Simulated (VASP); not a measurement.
Set up this calculation in VASP 6.6.1, as the native input.

* Task: atomic charges
* Functional: PBE
* Potentials or basis: VASP PAW PBE potentials, release 64 (Al, O)
* Cutoff: 520 eV
* k mesh: 5 × 5 × 5
* Occupations: gaussian, width 0.02 eV
* Spin: no spin polarisation
* Further INCAR settings: ALGO = Fast; EDIFF = 1e-06

The structure of Al2O3 (Corundum) lies in POSCAR:

```
Al2O3
1.0
    2.3802500000      1.3742379782      4.3318666667
   -2.3802500000      1.3742379782      4.3318666667
    0.0000000000     -2.7484759565      4.3318666667
Al O
4 6
Direct
    0.8521600000      0.8521600000      0.8521600000
    0.6478400000      0.6478400000      0.6478400000
    0.1478400000      0.1478400000      0.1478400000
    0.3521600000      0.3521600000      0.3521600000
    0.0566800000      0.7500000000      0.4433200000
    0.7500000000      0.4433200000      0.0566800000
    0.4433200000      0.0566800000      0.7500000000
    0.9433200000      0.2500000000      0.5566800000
    0.2500000000      0.5566800000      0.9433200000
    0.5566800000      0.9433200000      0.2500000000
```

These files were run (other wordings do the same):

INCAR

```
SYSTEM = Al2O3
PREC = Accurate
ENCUT = 520
EDIFF = 1E-6
ISMEAR = 0
SIGMA = 0.02
LREAL = .False.
LASPH = .True.
NELM = 80
ALGO = Fast
ISIF = 2
LWAVE = .False.
LCHARG = .False.
GGA = PE
LORBIT = 11
```

KPOINTS

```
Automatic mesh
0
Gamma
  5 5 5
  0 0 0
```

Potentials or basis: VASP PAW PBE potentials, release 64 (Al, O).

Run with:

```bash
$ cat potpaw_PBE.64/Al/POTCAR potpaw_PBE.64/O/POTCAR > POTCAR
$ mpirun -np 1 vasp_std > vasp.out
```

It gave:

| Property | Result |
| --- | --- |
| Pressure | 7.2 GPa |
| Largest force | 0.027 eV/Å |
| Band gap on the k mesh | 6.22 eV, direct |
| Valence electrons inside the program's atomic spheres | Al 0.71; O 5.19 |

It took 31 s on 1 thread of Intel(R) Xeon(R) 6975P-C (Granite Rapids) (shared host), peak memory 0.24 GiB.
